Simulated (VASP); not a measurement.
# Pt in VASP: relaxation of the atoms with PBE+D3(BJ)

Aim: the relaxation of the atoms of Pt with PBE+D3(BJ).

Everything below comes from runs of VASP 6.6.1. Logs are shortened: lines on timing, memory, paths and dates and some standing lists are left out, and cuts for length are marked.

## Step 1: Starting point

The cell holds a slab with vacuum, 27 atoms: a = 8.316 Å, b = 8.316 Å, c = 21.026 Å, α = 90.00°, β = 90.00°, γ = 60.00°.

The cell was built by a generator and needn't be a form met in nature.

## Step 2: Relaxation of the atoms, PBE+D3(BJ)

Contents of INCAR:

```
PREC     = Accurate       # precision mode
ENCUT    = 400            # plane-wave cutoff, eV
EDIFF    = 1E-7           # SCF threshold, eV
ISMEAR   = 1              # smearing method
SIGMA    = 0.1            # smearing width, eV
LREAL    = Auto         
LASPH    = T              # aspherical terms in the spheres
NELM     = 60             # most SCF steps
ALGO     = Fast           # electronic algorithm
ISIF     = 2              # what is computed and relaxed
LWAVE    = F              # write WAVECAR
LCHARG   = F              # write CHGCAR
GGA      = PE             # functional
IVDW     = 12             # dispersion correction
IBRION   = 2              # ionic algorithm
NSW      = 120            # ionic steps
EDIFFG   = -0.03          # ionic threshold
ISYM     = 0
```

Contents of KPOINTS:

```
Automatic mesh
0
Gamma
  4 4 1
```

Contents of POSCAR:

```
Pt
1.0
    8.3155757468      0.0000000000      0.0000000000
    4.1577878734      7.2014998438      0.0000000000
    0.0000000000      0.0000000000     21.0264261104
Pt
27
Selective dynamics
Direct
    0.1111111111      0.1111111111      0.1188979994  F F F
    0.4444444444      0.1111111111      0.1188979994  F F F
    0.7777777778      0.1111111111      0.1188979994  F F F
    0.1111111111      0.4444444444      0.1188979994  F F F
    0.4444444444      0.4444444444      0.1188979994  F F F
    0.7777777778      0.4444444444      0.1188979994  F F F
    0.1111111111      0.7777777778      0.1188979994  F F F
    0.4444444444      0.7777777778      0.1188979994  F F F
    0.7777777778      0.7777777778      0.1188979994  F F F
    0.8888888889      0.2222222222      0.2265346013  F F F
    0.2222222222      0.2222222222      0.2265346013  F F F
    0.5555555556      0.2222222222      0.2265346013  F F F
    0.8888888889      0.5555555556      0.2265346013  F F F
    0.2222222222      0.5555555556      0.2265346013  F F F
    0.5555555556      0.5555555556      0.2265346013  F F F
    0.8888888889      0.8888888889      0.2265346013  F F F
    0.2222222222      0.8888888889      0.2265346013  F F F
    0.5555555556      0.8888888889      0.2265346013  F F F
    0.0000000000      0.0000000000      0.3341712031  T T T
    0.3333333333      0.0000000000      0.3341712031  T T T
    0.6666666667      0.0000000000      0.3341712031  T T T
    0.0000000000      0.3333333333      0.3341712031  T T T
    0.3333333333      0.3333333333      0.3341712031  T T T
    0.6666666667      0.3333333333      0.3341712031  T T T
    0.0000000000      0.6666666667      0.3341712031  T T T
    0.3333333333      0.6666666667      0.3341712031  T T T
    0.6666666667      0.6666666667      0.3341712031  T T T
```

Potentials or basis: VASP PAW PBE potentials, release 64 (Pt).

Launch:

```bash
> cat potpaw_PBE.64/Pt/POTCAR > POTCAR
> mpirun -np 4 vasp_std > vasp.out
```

OUTCAR:

```text
PREC = Accurate
   ENCUT = 400
   EDIFF = 1E-7
   ISMEAR = 1
   LREAL = Auto
   LASPH = T
   NELM = 60
   ISIF = 2
   GGA = PE
   IVDW = 12
   IBRION = 2
   NSW = 120
   EDIFFG = -0.03
   ISYM = 0
 IVDW          = 12

 ion  position               nearest neighbor table
   1  0.111  0.111  0.119-   4 2.77   6 2.77   8 2.77   7 2.77   2 2.77   3 2.77  17 2.77  11 2.77
                            10 2.77
   2  0.444  0.111  0.119-   4 2.77   5 2.77   8 2.77   1 2.77   9 2.77   3 2.77  18 2.77  11 2.77
                            12 2.77
   3  0.778  0.111  0.119-   6 2.77   7 2.77   9 2.77   1 2.77   5 2.77   2 2.77  16 2.77  12 2.77
                            10 2.77
   4  0.111  0.444  0.119-   1 2.77   2 2.77   5 2.77   6 2.77   9 2.77   7 2.77  11 2.77  13 2.77
                            14 2.77
   5  0.444  0.444  0.119-   2 2.77   4 2.77   3 2.77   7 2.77   8 2.77   6 2.77  12 2.77  14 2.77
                            15 2.77
   6  0.778  0.444  0.119-   3 2.77   1 2.77   4 2.77   8 2.77   9 2.77   5 2.77  10 2.77  15 2.77
                            13 2.77
   7  0.111  0.778  0.119-   1 2.77   3 2.77   8 2.77   9 2.77   5 2.77   4 2.77  14 2.77  16 2.77
                            17 2.77
   8  0.444  0.778  0.119-   1 2.77   2 2.77   7 2.77   6 2.77   5 2.77   9 2.77  15 2.77  17 2.77
                            18 2.77
   9  0.778  0.778  0.119-   3 2.77   7 2.77   4 2.77   2 2.77   6 2.77   8 2.77  13 2.77  18 2.77
                            16 2.77
  10  0.889  0.222  0.227-  19 2.77  22 2.77  24 2.77  17 2.77  16 2.77  12 2.77  11 2.77  15 2.77
                            13 2.77   6 2.77   1 2.77   3 2.77
  11  0.222  0.222  0.227-  20 2.77  23 2.77  22 2.77  17 2.77  10 2.77  18 2.77  13 2.77  14 2.77
                            12 2.77   4 2.77   2 2.77   1 2.77
[... 15 lines left out ...]
                            21 2.77
  20  0.333  0.000  0.334-  11 2.77  17 2.77  22 2.77  23 2.77  26 2.77  19 2.77  18 2.77  27 2.77
                            21 2.77
  21  0.667  0.000  0.334-  12 2.77  16 2.77  18 2.77  24 2.77  25 2.77  27 2.77  19 2.77  23 2.77
                            20 2.77
  22  0.000  0.333  0.334-  10 2.77  11 2.77  19 2.77  20 2.77  23 2.77  24 2.77  13 2.77  27 2.77
                            25 2.77
  23  0.333  0.333  0.334-  11 2.77  20 2.77  22 2.77  14 2.77  12 2.77  25 2.77  21 2.77  26 2.77
                            24 2.77
  24  0.667  0.333  0.334-  10 2.77  12 2.77  19 2.77  21 2.77  22 2.77  15 2.77  26 2.77  27 2.77
                            23 2.77
  25  0.000  0.667  0.334-  16 2.77  14 2.77  13 2.77  19 2.77  21 2.77  26 2.77  27 2.77  23 2.77
                            22 2.77
  26  0.333  0.667  0.334-  17 2.77  14 2.77  19 2.77  20 2.77  25 2.77  15 2.77  24 2.77  23 2.77
                            27 2.77
  27  0.667  0.667  0.334-  18 2.77  13 2.77  15 2.77  21 2.77  25 2.77  22 2.77  20 2.77  24 2.77
                            26 2.77

IMPORTANT INFORMATION: All symmetrisations will be switched off!
NOSYMM: (Re-)initialisation of all symmetry stuff for point group C_1.

----------------------------------------------------------------------------------------

                                     Primitive cell

  volume of cell :    1259.1595

  direct lattice vectors                    reciprocal lattice vectors
     8.315575747  0.000000000  0.000000000     0.120256255 -0.069429981  0.000000000
     4.157787873  7.201499844  0.000000000     0.000000000  0.138859963  0.000000000
     0.000000000  0.000000000 21.026426110     0.000000000  0.000000000  0.047559200

  length of vectors
     8.315575747  8.315575747 21.026426110     0.138859963  0.138859963  0.047559200

  position of ions in fractional coordinates (direct lattice)
     0.111111111  0.111111111  0.118897999
     0.444444444  0.111111111  0.118897999
     0.777777778  0.111111111  0.118897999
     0.111111111  0.444444444  0.118897999
     0.444444444  0.444444444  0.118897999
     0.777777778  0.444444444  0.118897999
[... 19 lines left out ...]
     0.333333333  0.666666667  0.334171203
     0.666666667  0.666666667  0.334171203

  ion indices of the primitive-cell ions
   primitive index   ion index
                 1           1
                 2           2
                 3           3
                 4           4
                 5           5
                 6           6
[... 19 lines left out ...]
                26          26
                27          27

----------------------------------------------------------------------------------------

 KPOINTS: Automatic mesh

Automatic generation of k-mesh.
 Grid dimensions read from file:
 generate k-points for:    4    4    1

 Generating k-lattice:

  Cartesian coordinates                     Fractional coordinates (reciprocal lattice)
     0.030064064 -0.017357495  0.000000000     0.250000000 -0.000000000  0.000000000
     0.000000000  0.034714991  0.000000000     0.000000000  0.250000000  0.000000000
     0.000000000  0.000000000  0.047559200     0.000000000  0.000000000  1.000000000

  Length of vectors
     0.034714991  0.034714991  0.047559200

  Shift w.r.t. Gamma in fractional coordinates (k-lattice)
     0.000000000  0.000000000  0.000000000

 Subroutine IBZKPT returns following result:
 ===========================================

 Found     10 irreducible k-points:

 Following reciprocal coordinates:
            Coordinates               Weight
  0.000000  0.000000  0.000000      1.000000
  0.250000  0.000000  0.000000      2.000000
  0.250000  0.250000  0.000000      2.000000
  0.000000  0.250000  0.000000      2.000000
  0.500000  0.000000  0.000000      1.000000
  0.500000  0.500000  0.000000      1.000000
  0.000000  0.500000  0.000000      1.000000
  0.500000  0.250000  0.000000      2.000000
  0.250000  0.500000  0.000000      2.000000
 -0.250000  0.250000  0.000000      2.000000
   k-points           NKPTS =     10   k-points in BZ     NKDIM =     10   number of bands    NBANDS=    164
   number of dos      NEDOS =    301   number of ions     NIONS =     27
   total plane-waves  NPLWV = 408240
   dimension x,y,z NGX =    54 NGY =   54 NGZ =  140
   dimension x,y,z NGXF=   108 NGYF=  108 NGZF=  280
   ions per type =              27
   NGX,Y,Z   is equivalent  to a cutoff of  10.80, 10.80, 11.07 a.u.
   NGXF,Y,Z  is equivalent  to a cutoff of  21.59, 21.59, 22.14 a.u.
 SYSTEM =  unknown system
   PREC   = accura    normal or accurate (medium, high low for compatibility)
   ISTART =      0    job   : 0-new  1-cont  2-samecut
   ICHARG =      2    charge: 1-file 2-atom 10-const
   ISPIN  =      1    spin polarized calculation?
   LNONCOLLINEAR =      F non collinear calculations
   LSORBIT =      F    spin-orbit coupling
   LASPH  =      T    aspherical Exc in radial PAW
   ENCUT  =  400.0 eV  29.40 Ry    5.42 a.u.  13.56 13.56 34.29*2*pi/ulx,y,z
   NELM   =     60;   NELMIN=  2; NELMDL= -5     # of ELM steps
   EDIFF  = 0.1E-06   stopping-criterion for ELM
   LREAL  =      T    real-space projection
   EDIFFG = -.3E-01   stopping-criterion for IOM
   NSW    =    120    number of steps for IOM
   IBRION =      2    ionic relax: 0-MD 1-quasi-New 2-CG
   NFREE  =      1    steps in history (QN), initial steepest desc. (CG)
   ISIF   =      2    stress and relaxation
   ISYM   =      0    0-nonsym 1-usesym 2-fastsym
   POTIM  = 0.5000    time-step for ionic-motion
   TEBEG  =    0.0;   TEEND  =   0.0 temperature during run
   PSTRESS=    0.0 pullay stress
   NELECT =     270.0000    total number of electrons
   NUPDOWN=      -1.0000    fix difference up-down
   EMIN   =  10.00;   EMAX   =-10.00  energy-range for DOS
   EFERMI =   0.00;   METHOD = LEGACY
   ISMEAR =     1;   SIGMA  =   0.10  broadening in eV -4-tet -1-fermi 0-gaus
   EFERMI_NEDOS =   21; number of points for ismear=-14 and -15
   IALGO  =     68    algorithm
   IMIX   =      4    mixing-type and parameters
     AMIX     =   0.40;   BMIX     =  1.00
     AMIX_MAG =   1.60;   BMIX_MAG =  1.00
  volume/ion in A,a.u.               =      46.64       314.71
  Fermi-wavevector in a.u.,A,eV,Ry     =   0.979872  1.851689 13.063612  0.960148
  Thomas-Fermi vector in A             =   2.110758
   LORBIT       =      0    0 simple, 1 ext, 2 COOP (PROOUT), +10 PAW based schemes
   GGA     = PE    functional components
   LHFCALC =     F    Hartree Fock is set to
   AEXX    =    0.0000 exact exchange contribution
   IVDW    =    12    specifies the selected vdW correction
   LEPSILON=     F    determine dielectric tensor
   LRPA    =     F    only Hartree local field effects (RPA)
 conjugate gradient relaxation of ions
 non-spin polarized calculation
 RMM-DIIS sequential band-by-band and
 Methfessel and Paxton  Order N= 1 SIGMA  =   0.10
  energy-cutoff  :      400.00
  volume of cell :     1259.16
 maximum number of plane-waves:     22899
   NGX = 27   NGY = 27   NGZ = 69

--------------------------------------- Ionic step        1  -------------------------------------------

 number of electron     270.0000006 magnetization

 Free energy of the ion-electron system (eV)
  ---------------------------------------------------
  ext. energy  EPLUGINS =         0.00000000
  ---------------------------------------------------
  free energy    TOTEN  =      -153.40174991 eV

  energy without entropy =     -153.38815262  energy(sigma->0) =     -153.39721748

------------------------ aborting loop because EDIFF is reached ----------------------------------------

 Edisp (eV)  -13.97435

 E8    (eV) :    -6.7021

  FORCE on cell =-STRESS in cart. coord.  units (eV):
  Direction    XX          YY          ZZ          XY          YZ          ZX
  --------------------------------------------------------------------------------------
  -------------------------------------------------------------------------------------
  Total     -34.00083   -34.00074    12.93240    -0.00008     0.00000     0.00000
  in kB     -43.26327   -43.26316    16.45542    -0.00010     0.00000     0.00001
  external pressure =      -23.36 kB  Pullay stress =        0.00 kB
[... 241 lines left out ...]
  energy  without entropy=     -167.4156951550  energy(sigma->0) =     -167.42792107

--------------------------------------- Ionic step        5  -------------------------------------------

 number of electron     270.0000033 magnetization

 Free energy of the ion-electron system (eV)
  ---------------------------------------------------
  ext. energy  EPLUGINS =         0.00000000
  ---------------------------------------------------
  free energy    TOTEN  =      -153.55978912 eV

  energy without entropy =     -153.54281216  energy(sigma->0) =     -153.55413013

 E-fermi :  -0.3602     XC(G=0):  -5.2314

 val. band max:       -0.3614184098   @ k =   0.2500   0.2500   0.0000
 cond. band min:      -0.3517257878   @ k =   0.0000   0.0000   0.0000
 fundamental gap:      0.0096926220
 Fermi energy:        -0.3601929224

 k-point     1 :       0.0000    0.0000    0.0000
  band No.  band energies     occupation
      1      -9.5097      2.00000
      2      -7.7290      2.00000
      3      -7.2852      2.00000
      4      -7.0486      2.00000
      5      -7.0486      2.00000
      6      -7.0486      2.00000
[... 1489 lines left out ...]
    146       0.8599     -0.00000
    147       1.1489     -0.00000
 [bands above 147 left out]

------------------------ aborting loop because EDIFF is reached ----------------------------------------

 Edisp (eV)  -13.89118

 E8    (eV) :    -6.6588

  FORCE on cell =-STRESS in cart. coord.  units (eV):
  Direction    XX          YY          ZZ          XY          YZ          ZX
  --------------------------------------------------------------------------------------
  -------------------------------------------------------------------------------------
  Total     -38.24950   -38.24941     6.34999    -0.00008     0.00000     0.00000
  in kB     -48.66936   -48.66924     8.07984    -0.00010     0.00000     0.00001
  external pressure =      -29.75 kB  Pullay stress =        0.00 kB
[... 42 lines left out ...]
  FREE ENERGIE OF THE ION-ELECTRON SYSTEM (eV)
  ---------------------------------------------------
  free  energy   TOTEN  =      -167.4509728447 eV

  energy  without entropy=     -167.4339958764  energy(sigma->0) =     -167.44531386

 reached required accuracy - stopping structural energy minimisation
```

Run time: 46 min. Hardware: 4 MPI ranks of Intel Xeon 6975P-C (Granite Rapids), shared host; peak memory 0.5 GiB.

What came out:

```yaml
Free_energy: -167.4510 eV
Energy_gained_by_relaxing: 2.8 meV/atom
Ionic_steps: 5
Band_gap_on_the_k_mesh: none (metal or under the smearing width)
Dispersion_energy_per_atom: -0.514 eV
```

The path:
| step | energy change (eV) | largest force (eV/Å) | pressure (GPa) |
| --- | --- | --- | --- |
| 1 | 0.0000 | 0.3314 | -2.34 |
| 2 | -0.0405 | 0.3301 | -2.54 |
| 3 | -0.0686 | 0.3310 | -2.78 |
| 4 | -0.0579 | 0.4820 | -3.25 |
| 5 | -0.0749 | 0.3358 | -2.98 |

Final structure:
```
Pt
1.0
     8.31558    0.00000    0.00000
     4.15779    7.20150    0.00000
     0.00000    0.00000   21.02643
Pt
27
Direct
  0.11111 0.11111 0.11890
  0.44444 0.11111 0.11890
  0.77778 0.11111 0.11890
  0.11111 0.44444 0.11890
  0.44444 0.44444 0.11890
  0.77778 0.44444 0.11890
  0.11111 0.77778 0.11890
  0.44444 0.77778 0.11890
  0.77778 0.77778 0.11890
  0.88889 0.22222 0.22653
  0.22222 0.22222 0.22653
  0.55556 0.22222 0.22653
  0.88889 0.55556 0.22653
  0.22222 0.55556 0.22653
  0.55556 0.55556 0.22653
  0.88889 0.88889 0.22653
  0.22222 0.88889 0.22653
  0.55556 0.88889 0.22653
  0.00000 0.00000 0.33660
  0.33333 0.00000 0.33660
  0.66667 0.00000 0.33660
  0.00000 0.33333 0.33660
  0.33333 0.33333 0.33660
  0.66667 0.33333 0.33660
  0.00000 0.66667 0.33660
  0.33333 0.66667 0.33660
  0.66667 0.66667 0.33660
```

Levels at points of the mesh, in eV from the Fermi level:
```tsv
k point	band 131	band 132	band 133	band 134	band 135	band 136	band 137	band 138	band 139	band 140
(0.00, 0.00, 0.00)	-0.36	-0.36	-0.36	-0.36	-0.24	-0.24	-0.18	-0.18	-0.18	-0.18
(0.50, 0.00, 0.00)	-0.11	-0.09	-0.06	-0.06	0.03	0.03	0.21	0.27	0.27	0.27
(0.50, 0.50, 0.00)	-0.11	-0.09	-0.06	-0.06	0.03	0.03	0.21	0.27	0.27	0.27
(0.00, 0.50, 0.00)	-0.11	-0.09	-0.06	-0.06	0.03	0.03	0.21	0.27	0.27	0.27
```

The run has no spin-orbit coupling, so splittings on Pt are missing.
